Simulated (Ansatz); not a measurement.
# Trial inputs on W

The reference input for Ansatz (plane-wave DFT with PAW):

```yaml
crystal:
  lattice:
    - [-1.5851577801, 1.5851577801, 1.5851577801]
    - [1.5851577801, -1.5851577801, 1.5851577801]
    - [1.5851577801, 1.5851577801, -1.5851577801]
  atoms:
    - { symbol: W, position: [0.0, 0.0, 0.0] }
basis:
  ecutwfc: 420
kpoints:
  mp_grid: { grid: [6, 6, 6] }
hamiltonian:
  xc: pbe
scf:
  occupations: { method: gaussian, width: 0.1 }
output:
  forces: true
  stress: true
  eigenvalues: true
```

Command:

```bash
ansatz run input.yaml --threads 1 --pin off --max-ram 1331MiB --backend cpu --events-out ev --progress --plain --runs-dir out
```

The run converges in 6 SCF iterations on 16 irreducible k-points: pressure 2.03 GPa, no gap.

The inputs are trials, many of them unsound on purpose. Their numbers show the effect of the settings and aren't properties of the material. Each trial's input is given as a difference from the reference's; energies are extrapolated to zero smearing where there is one, and pressure is positive in compression. Charged cells sit in a uniform background, and their pressures hang on that convention.

Trial 1:

```diff
 scf:
-  occupations: { method: gaussian, width: 0.1 }
+  occupations: { method: fermi_dirac, width: 0.03 }
+  max_iter: 30
+  convergence: { dr2_threshold: "1e-11 eV" }
```

The run converges in 7 SCF iterations on 16 irreducible k-points: energy 0.22 meV per atom below the reference, pressure 2.03 GPa, no gap.

Trial 2:

```diff
 basis:
-  ecutwfc: 420
+  ecutwfc: 620
+  ecutrho_ratio: 2
 kpoints:
-  mp_grid: { grid: [6, 6, 6] }
+  mp_grid: { grid: [1, 2, 7] }
 hamiltonian:
-  xc: pbe
+  xc: r2scan
+  dispersion: d3bjatm
 scf:
+  max_iter: 64
```

The run converges in 8 SCF iterations on 8 irreducible k-points: pressure 25.15 GPa, no gap. It warns that the density cutoff lies under the recommended one; that the mesh lowers the symmetry.

Trial 3:

```diff
 basis:
-  ecutwfc: 420
+  ecutwfc: 500
 hamiltonian:
-  xc: pbe
+  xc: r2scan
 scf:
+  max_iter: 40
```

The run converges in 6 SCF iterations on 16 irreducible k-points: pressure -2.75 GPa, no gap.

Trial 4:

```diff
 basis:
-  ecutwfc: 420
+  ecutwfc: "21 Ha"
 hamiltonian:
-  xc: pbe
+  xc: rpbe
+  dispersion: none
 scf:
-  occupations: { method: gaussian, width: 0.1 }
+  occupations: { method: fermi_dirac, width: "0.02 Ry" }
+  mixing: { ndim: 4, preconditioner: ldos }
+  initial_density: { chi_scale: 0, normalization: atom }
+  max_iter: 73
```

The run converges in 6 SCF iterations on 16 irreducible k-points: pressure 6.41 GPa, no gap.

Trial 5 (volume scaled):

```diff
 crystal:
   lattice:
-    - [-1.5851577801, 1.5851577801, 1.5851577801]
-    - [1.5851577801, -1.5851577801, 1.5851577801]
-    - [1.5851577801, 1.5851577801, -1.5851577801]
+    - [-1.5604695127, 1.5604695127, 1.5604695127]
+    - [1.5604695127, -1.5604695127, 1.5604695127]
+    - [1.5604695127, 1.5604695127, -1.5604695127]
+total_charge: 0.25
 basis:
-  ecutwfc: 420
+  ecutwfc: 370
 scf:
+  max_iter: 40
 output:
+  populations: true
```

The run converges in 6 SCF iterations on 16 irreducible k-points: pressure 35.22 GPa (with the neutralising background of the charged cell), no gap. It warns that the cutoff lies under the recommended one, 420 eV for these potentials.

Trial 6:

```diff
 basis:
-  ecutwfc: 420
+  ecutwfc: "25 Ry"
+  xc_grid: 4
```

The run converges in 6 SCF iterations on 16 irreducible k-points: energy 3.97 meV per atom above the reference, pressure 2.06 GPa, no gap. It warns that the cutoff lies under the recommended one, 420 eV for these potentials.

Trial 7:

```diff
 basis:
-  ecutwfc: 420
+  ecutwfc: 260
 hamiltonian:
+  dispersion: d4
 scf:
+  n_extra_bands: 5
```

The run converges in 6 SCF iterations on 16 irreducible k-points: pressure -3.76 GPa, no gap. It warns that the cutoff lies under the recommended one, 420 eV for these potentials.

Trial 8:

```diff
 basis:
-  ecutwfc: 420
+  ecutwfc: 330
 scf:
+  max_iter: 30
+  convergence: { dr2_threshold: "1e-11 eV" }
```

The run converges in 7 SCF iterations on 16 irreducible k-points: energy 7.55 meV per atom above the reference, pressure 2.12 GPa, no gap. It warns that the cutoff lies under the recommended one, 420 eV for these potentials.